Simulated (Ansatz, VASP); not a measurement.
Two plane-wave programs on SnSe

The input INCAR:

```
PREC     = Accurate       # precision mode
ENCUT    = 520            # plane-wave cutoff, eV
EDIFF    = 1E-6           # SCF threshold, eV
ISMEAR   = 0              # smearing method
SIGMA    = 0.05           # smearing width, eV
LREAL    = F              # projectors in reciprocal space
LASPH    = T              # aspherical terms in the spheres
NELM     = 100            # most SCF steps
ALGO     = Normal         # electronic algorithm
ISIF     = 2              # what is computed and relaxed
LWAVE    = F              # write WAVECAR
LCHARG   = F              # write CHGCAR
NBANDS   = 17             # bands
```

File KPOINTS:

```
Automatic mesh
0
Gamma
  8 8 8
```

Contents of POSCAR:

```
SnSe
1.0
    0.0000000000      2.9024480535      2.9466477701
    2.9466477701      0.0000000000      2.9466477701
    2.9466477701      2.9024480535      0.0000000000
Sn Se
1 1
Direct
    0.0000000000      0.0000000000      0.0000000000
    0.5000000000      0.5000000000      0.5000000000
```

Input for Ansatz:

```yaml
crystal:
  lattice:
    - [0.0, 2.9024480535, 2.9466477701]
    - [2.9466477701, 0.0, 2.9466477701]
    - [2.9466477701, 2.9024480535, 0.0]
  atoms:
    - { symbol: Sn, position: [0.0, 0.0, 0.0] }
    - { symbol: Se, position: [0.5, 0.5, 0.5] }
basis:
  ecutwfc: 420
kpoints:
  mp_grid: { grid: [8, 8, 8] }
hamiltonian:
  xc: lda
scf:
  occupations: { method: gaussian, width: 0.05 }
output:
  forces: true
  stress: true
  eigenvalues: true
```

Change from the starting cell: strain -0.0150 x Voigt [0, 1, 0, 0, 0, 0], atoms carried along.

Alike in both runs: task single point; functional LDA; k mesh 8 × 8 × 8; occupations gaussian, width 0.05 eV; no spin polarisation.

```csv
,VASP,Ansatz
version,VASP 6.6.1,Ansatz 0.2.0
potentials or method,"VASP PAW LDA potentials, release 64 (Sn_d, Se)","scalar-relativistic, plane waves, PAW"
plane-wave cutoff (eV),520,420
valence electrons in the cell,20,30
```

Ansatz gave:

```
gap on the k mesh at the Fermi level (eV)       : 0.73
least direct gap on the mesh (eV)               : 0.89
pressure (GPa)                                  : 1.0
largest component of the traceless stress (GPa) : 1.59
```

**Question.** Estimate VASP's values.

**Answer.** gap on the k mesh at the Fermi level (eV): 0.72; least direct gap on the mesh (eV): 0.89; pressure (GPa): 1.1; largest component of the traceless stress (GPa): 1.61.

The two sets of potentials don't hold the same shells in valence.

Caveats: spin-orbit coupling is left out, which moves the levels of the heavy elements. A k mesh can miss the band edges.
